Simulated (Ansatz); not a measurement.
Here is an Ansatz input file for SnO2, space group R-3m. Write the same calculation for the Python package.

```yaml
crystal:
  lattice:
    - [1.617093, 0.933629, 4.800593]
    - [-1.617093, 0.933629, 4.800593]
    - [0.0, -1.867258, 4.800593]
  atoms:
    - { symbol: Sn, position: [0.5, 0.5, 0.5] }
    - { symbol: O, position: [0.23717, 0.23717, 0.23717] }
    - { symbol: O, position: [0.76283, 0.76283, 0.76283] }
basis:
  ecutwfc: 510.0
kpoints:
  mp_grid:
    grid: [6, 6, 6]
hamiltonian:
  xc: pbesol
  pseudopotentials:
    kind: paw
scf:
  occupations:
    method: fixed
relax:
  f_tol: 0.05
  cell:
    stress_tol: 0.01
output:
  eigenvalues: true
```

`vcrelax_sno2.py`
```python
# -*- coding: utf-8 -*-
import json
import warnings

import ansatz as az
from ase import Atoms
from ase.data import atomic_numbers
from ase.neighborlist import neighbor_list
import numpy as np
import spglib

def edges_and_angles(cell):
    cell = np.asarray(cell)
    a, b, c = np.linalg.norm(cell, axis=1)
    cosines = cell[1] @ cell[2] / (b * c), cell[0] @ cell[2] / (a * c), cell[0] @ cell[1] / (a * b)
    return (a, b, c, *np.degrees(np.arccos(cosines)))


def main():
    warnings.simplefilter("ignore", az.DeckWarning)

    crystal = (
        az.Lattice.of((1.617093, 0.933629, 4.800593), (-1.617093, 0.933629, 4.800593), (0.0, -1.867258, 4.800593))
        .atom("Sn", (0.5, 0.5, 0.5))
        .atom("O", (0.23717, 0.23717, 0.23717))
        .atom("O", (0.76283, 0.76283, 0.76283))
    )

    model = (
        crystal.calculation()
        .functional("pbesol")
        .pseudopotentials("paw")
        .basis(510)
        .kpoints(6, 6, 6)
        .occupations(az.OccupationsMethod.FIXED)
        .relax(force_tolerance=0.05, cell=True, stress_tolerance=0.01)
        .band_table()
    )
    out = model.run(threads=1, events_out="stream.ndjson")
    with open("stream.ndjson") as stream:
        events = [json.loads(line) for line in stream]
    steps = [e["data"] for e in events if e["event"] == "relax_step"]
    rep = out.report
    for s in steps:
        flag = "" if s["accepted"] else "  (rejected)"
        print("step %2d  E = %.5f eV  largest force component = %.4f eV/A%s" % (s["step"], s["lagrangian_ev"], s["allowed_force_max_ev_ang"], flag))

    first, last = steps[0], steps[-1]
    symbols = [site.symbol for site in out.lattice.sites]
    print(f"energy gained {first['lagrangian_ev'] - last['lagrangian_ev']:.4f} eV in {len(steps) - 1} steps")
    for label, vectors in (("before", first["cell_ang"]), ("after", out.lattice.cell_ang)):
        print(label, "a b c (A) {:.4f} {:.4f} {:.4f}  angles {:.2f} {:.2f} {:.2f}".format(*edges_and_angles(vectors)), f" V = {abs(np.linalg.det(vectors)):.3f} A^3")
    print("final stress xx yy zz (GPa, compression positive):", np.round(np.diag(rep["stress_gpa"]), 3) + 0.0)

    print("relaxed fractional positions")
    for site in out.lattice.sites:
        print(f"  {site.symbol:2s}", " ".join(f"{v % 1:8.5f}" for v in np.round(site.position_frac, 5)))

    print("atom   start x y z (A)              end x y z (A)")
    for symbol, a, b in zip(symbols, first["positions_ang"], last["positions_ang"]):
        print(f"{symbol:3s}", " ".join(f"{v:8.4f}" for v in a), "  ", " ".join(f"{v:8.4f}" for v in b))

    fractions = [site.position_frac for site in out.lattice.sites]
    numbers = [atomic_numbers[s] for s in symbols]
    for tolerance in (1e-3, 1e-2, 1e-1):
        print(f"space group at {tolerance} A:", spglib.get_spacegroup((out.lattice.cell_ang, fractions, numbers), symprec=tolerance))

    final = Atoms(symbols, positions=last["positions_ang"], cell=out.lattice.cell_ang, pbc=True)
    i, j, d = neighbor_list("ijd", final, 4.5)
    print("neighbours within 1.1 times the shortest distance of each atom (A)")
    for atom in range(len(final)):
        near = [m for m in np.argsort(d) if i[m] == atom]
        shell = [m for m in near if d[m] < 1.1 * d[near[0]]]
        print(f"{symbols[atom]}{atom} ({len(shell)}):", ", ".join(f"{symbols[j[m]]} {d[m]:.3f}" for m in shell))

    for key in ("converged", "n_iterations", "n_electrons", "n_kpoints", "n_pw", "n_symmetry_ops", "free_energy_ev", "fermi_energy_ev"):
        print(f"{key:18s} {rep[key]}")

    levels = np.array(rep["eigenvalues_ev"])
    filled = round(rep["n_electrons"] / 2)
    top, bottom = levels[:, filled - 1], levels[:, filled]
    print("top of band", filled, "at k =", rep["kpoints_frac"][top.argmax()], f"{top.max():.4f} eV")
    print("bottom of band", filled + 1, "at k =", rep["kpoints_frac"][bottom.argmin()], f"{bottom.min():.4f} eV")
    print(f"gap by band count {bottom.min() - top.max():.3f} eV, least direct gap {(bottom - top).min():.3f} eV")


if __name__ == "__main__":
    main()
```

`python vcrelax_sno2.py` gives:
```text
step  1  E = -7071.01637 eV  largest force component = 0.3980 eV/A
step  2  E = -7071.04225 eV  largest force component = 0.0872 eV/A
step  3  E = -7071.04519 eV  largest force component = 0.0605 eV/A
step  4  E = -7071.04808 eV  largest force component = 0.0881 eV/A
step  5  E = -7071.04951 eV  largest force component = 0.0463 eV/A
step  6  E = -7071.05025 eV  largest force component = 0.0020 eV/A
step  7  E = -7071.05026 eV  largest force component = 0.0005 eV/A
step  8  E = -7071.05026 eV  largest force component = 0.0001 eV/A
step  9  E = -7071.04989 eV  largest force component = 0.0000 eV/A
energy gained 0.0335 eV in 8 steps
before a b c (A) 5.1510 5.1510 5.1510  angles 36.59 36.59 36.59  V = 43.487 A^3
after a b c (A) 4.7874 4.7874 4.7874  angles 39.19 39.19 39.19  V = 39.418 A^3
final stress xx yy zz (GPa, compression positive): [0.007 0.007 0.003]
relaxed fractional positions
  Sn  0.50000  0.50000  0.50000
  O   0.24141  0.24141  0.24141
  O   0.75859  0.75859  0.75859
atom   start x y z (A)              end x y z (A)
Sn    0.0000   0.0000   7.2009      0.0000  -0.0000   6.6207
O     0.0000   0.0000   3.4157      0.0000  -0.0000   3.1966
O     0.0000   0.0000  10.9861      0.0000  -0.0000  10.0449
space group at 0.001 A: R-3m (166)
space group at 0.01 A: R-3m (166)
space group at 0.1 A: R-3m (166)
neighbours within 1.1 times the shortest distance of each atom (A)
Sn0 (6): O 2.102, O 2.102, O 2.102, O 2.102, O 2.102, O 2.102
O1 (3): Sn 2.102, Sn 2.102, Sn 2.102
O2 (3): Sn 2.102, Sn 2.102, Sn 2.102
converged          True
n_iterations       6
n_electrons        26.0
n_kpoints          32
n_pw               1013
n_symmetry_ops     12
free_energy_ev     -7071.049890391752
fermi_energy_ev    7.501471379288155
top of band 13 at k = [0.0, -0.5, -0.5] 7.5015 eV
bottom of band 14 at k = [0.0, 0.0, 0.0] 9.3113 eV
gap by band count 1.810 eV, least direct gap 1.828 eV
```

Absolute energies stand on the zero of these potentials, so only differences at equal settings mean something. A total without «per atom» is that of the cell as typed. Semilocal gaps usually lie well under measured ones. The Fermi level of a run with fixed occupations marks the highest occupied state on its mesh, not mid-gap. Only differences from the Fermi energy are physical; the zero of the scale is a convention. Energies along a relaxation are free energies. Rows at an unchanged volume are solved on a plane-wave basis chosen afresh for that cell, so the energy jumps there and such rows are no steps of the walk. Edges and angles are those of the cell as typed, here a primitive one, not of the conventional cell. This cell is a computed structure, which may not be the phase found in nature. Gaps and levels are Kohn-Sham values on a finite set of k-points, without spin-orbit coupling. Timing: 16 s on 1 thread of Arm Neoverse V2, on a shared host, peak memory 0.43 GiB.

(Lines on the test bed's own set-up are left out of the output.)
